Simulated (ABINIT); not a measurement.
# BaTiO3 in ABINIT: convergence with k mesh

Input of the first run (k mesh 1 × 1 × 1); the others differ in this setting and in those tied to it:

run.abi

```
pp_dirpath "./"
pseudos "Ba.LDA_PW-JTH.xml, Ti.LDA_PW-JTH.xml, O.LDA_PW-JTH.xml"

acell 3*1.0
rprim
     7.5585265533     0.0000000000     0.0000000000
     0.0000000000     7.5585265533     0.0000000000
     0.0000000000     0.0000000000     7.5929195687
ntypat 3
znucl 56 22 8
natom 5
typat 1 2 3 3 3
xred
     0.9955672000     0.9906407400     0.0035034300
     0.5025366900     0.4919233700     0.4687657700
     0.4792189400     0.5143238900     0.0064065200
     0.5027309200     0.0032990000     0.5093824900
     0.0199462600     0.4998130000     0.5399418000
chkprim 0
chksymtnons 0
tolsym 1.0e-6

ecut 23.0
pawecutdg 45.0
pawovlp 30

kptopt 1
ngkpt 1 1 1
nshiftk 1
shiftk 0.0 0.0 0.0

ixc 7

nband 24
occopt 7
tsmear 0.00367493

nstep 100
tolvrs 1.0e-9

iomode 3
prtwf 0
prtden 0
prteig 0
prtebands 0
enunit 2
```

Potentials or basis: JTH PAW LDA v2.0.

Command:

```bash
$ abinit run.abi > log 2>&1
```

The cell isn't the ideal one: all atoms moved at random.

Hardware: Arm Neoverse V1 (shared host).

| k mesh | energy less the tightest run, at zero smearing (meV/atom) | pressure (GPa) | largest force (eV/Å) | gap on the mesh (eV) | SCF cycles | CPU time (s) |
| --- | --- | --- | --- | --- | --- | --- |
| 1 × 1 × 1 | 2816.29 | 34.36 | 21.040 | 0.832 | 18 | 4.3 |
| 2 × 2 × 2 | 86.16 | -5.19 | 1.888 | 1.665 | 16 | 23 |
| 3 × 3 × 3 | 6.98 | -6.58 | 1.454 | 2.112 | 18 | 61 |
| 4 × 4 × 4 | 0.61 | -6.66 | 1.413 | 1.796 | 16 | 110 |
| 5 × 5 × 5 | 0.05 | -6.66 | 1.411 | 1.955 | 17 | 210 |
| 6 × 6 × 6 | 0.01 | -6.66 | 1.413 | 1.797 | 15 | 320 |
| 8 × 8 × 8 | 0.00 | -6.66 | 1.413 | 1.797 | 16 | 760 |
| 9 × 9 × 9 | 0.00 | -6.66 | 1.413 | 1.856 | 15 | 1000 |

Against the tightest run, the energy stays within 1 meV/atom from 4 × 4 × 4 on; the pressure stays within 0.1 GPa from 3 × 3 × 3 on; the largest force stays within 0.005 eV/Å from 4 × 4 × 4 on. Not settled before the last step: the gap on the mesh (to 0.01 eV). Meshes of other sizes hit other points, so gaps and Fermi surfaces needn't settle smoothly. The tightest run that finished is the yardstick and may itself not be fully converged.

Caveat, for the tightest run too: this set's barium file shifts pressures by 1.5 GPa and gaps by 0.1 eV against other sets; spin-orbit coupling is left out, which moves the levels of the heavy elements; an odd mesh through Γ misses points on the zone boundary, where band edges often lie; forces of over 1 eV/Å show positions far from the minimum, so gaps and moduli don't describe the material at rest; the atomic spheres overlap.
